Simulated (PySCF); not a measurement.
## One molecule, a ladder of functionals, a line

Molecule: `CC(C)(C)O`, C₄H₁₀O.

Molfile (atoms numbered from 1):
```
C4H10O
     RDKit          3D

 15 14  0  0  0  0  0  0  0  0999 V2000
    0.1659   -1.3622   -0.4509 C   0  0  0  0  0  0  0  0  0  0  0  0
   -0.0896   -0.0179    0.2284 C   0  0  0  0  0  0  0  0  0  0  0  0
   -0.8898    0.9057   -0.6881 C   0  0  0  0  0  0  0  0  0  0  0  0
    1.2224    0.6363    0.6360 C   0  0  0  0  0  0  0  0  0  0  0  0
   -0.7989   -0.2221    1.4401 O   0  0  0  0  0  0  0  0  0  0  0  0
    0.7540   -1.2469   -1.3743 H   0  0  0  0  0  0  0  0  0  0  0  0
    0.7103   -2.0325    0.2306 H   0  0  0  0  0  0  0  0  0  0  0  0
   -0.7864   -1.8486   -0.7210 H   0  0  0  0  0  0  0  0  0  0  0  0
   -1.0984    1.8574   -0.1771 H   0  0  0  0  0  0  0  0  0  0  0  0
   -0.3488    1.1202   -1.6224 H   0  0  0  0  0  0  0  0  0  0  0  0
   -1.8544    0.4451   -0.9600 H   0  0  0  0  0  0  0  0  0  0  0  0
    1.8466    0.8552   -0.2427 H   0  0  0  0  0  0  0  0  0  0  0  0
    1.7825   -0.0275    1.3108 H   0  0  0  0  0  0  0  0  0  0  0  0
    1.0234    1.5762    1.1716 H   0  0  0  0  0  0  0  0  0  0  0  0
   -1.6390   -0.6384    1.2190 H   0  0  0  0  0  0  0  0  0  0  0  0
  1  2  1  0
  2  3  1  0
  2  4  1  0
  2  5  1  0
  1  6  1  0
  1  7  1  0
  1  8  1  0
  3  9  1  0
  3 10  1  0
  3 11  1  0
  4 12  1  0
  4 13  1  0
  4 14  1  0
  5 15  1  0
M  END
```

GIAO shieldings (ppm, equivalent atoms averaged) in PySCF 2.14.0 with density-fitted response routines on the PBE0-D3(BJ)/def2-SVP geometry, basis pcSseg-1, gas phase, non-relativistic:

| functional | exact exchange (%) | σ(C2) | σ(O5) |
| --- | --- | --- | --- |
| BLYP | 0 | 103.4 | 222.4 |
| BP86 | 0 | 108.9 | 226.1 |
| PBE | 0 | 109.7 | 225.8 |
| PBE0 | 25 | 117.6 | 236.8 |
| mPW1PW91 | 25 | 116.8 | 236.6 |
| BHandHLYP | 50 | 119.1 | 243.1 |
| HF | 100 | 133.2 | 260.8 |

Question: Fit each shielding as a line in the percentage of exact exchange.

Answer: σ(C2) = 108.3 + 0.25 x (rms 2.5 ppm); σ(O5) = 225.7 + 0.36 x (rms 1.7 ppm). The functionals also differ in their semilocal parts, which the line can't hold; Hartree–Fock has no correlation at all.

Question: What does the line predict for B3LYP (20 %), and what does the run give?

Answer: σ(C2): 113.3 predicted, 110.2 computed; σ(O5): 232.9 predicted, 231.5 computed ppm.
